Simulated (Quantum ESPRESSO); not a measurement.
# MgO in Quantum ESPRESSO: the effect of functional

The system is MgO.

```
CELL_PARAMETERS angstrom
0.00000 2.09700 2.09700
2.09700 0.00000 2.09700
2.09700 2.09700 0.00000
ATOMIC_POSITIONS crystal
Mg 0.00000 0.00000 0.00000
O 0.50000 0.50000 0.50000
```

The cell is a database's computed one.

Alike in all runs:

| Item | Value |
| --- | --- |
| Program | Quantum ESPRESSO 7.5 |
| Task | phonons |
| Cutoff | 612 eV |
| Density cutoff | 4898 eV |
| k mesh | 6 × 6 × 6, shifted |
| Occupations | fermi-dirac, width 0.05 eV |
| Spin | no spin polarisation |

Each run relaxes the cell or the atoms first.

```csv
functional,potentials or basis,relaxed volume (Å³/atom),dielectric constant (mean),highest phonon frequency (cm⁻¹)
LDA,GBRV 1.5 LDA,9.01,3.19,409
PBEsol,GBRV 1.5 PBEsol,9.36,3.25,386
BLYP,GBRV 1.5 PBE,9.79,3.15,353
WC,GBRV 1.5 PBE,9.40,3.25,383
revPBE,GBRV 1.5 PBE,?,?,?
vdW-DF-cx,GBRV 1.5 PBE,9.47,3.21,387
```

Q: What does the run with functional revPBE give?

A: Relaxed volume 9.85 Å³/atom; dielectric constant 3.23 mean; highest phonon frequency 351 cm⁻¹.

Caveats: the potentials were made for another functional, which shifts forces and pressure (some runs); before the sum rule the acoustic modes lie tens of cm⁻¹ from zero, a sign that the density grid also shifts the optical modes (some runs).

Runs at the PBE level aren't shown here.
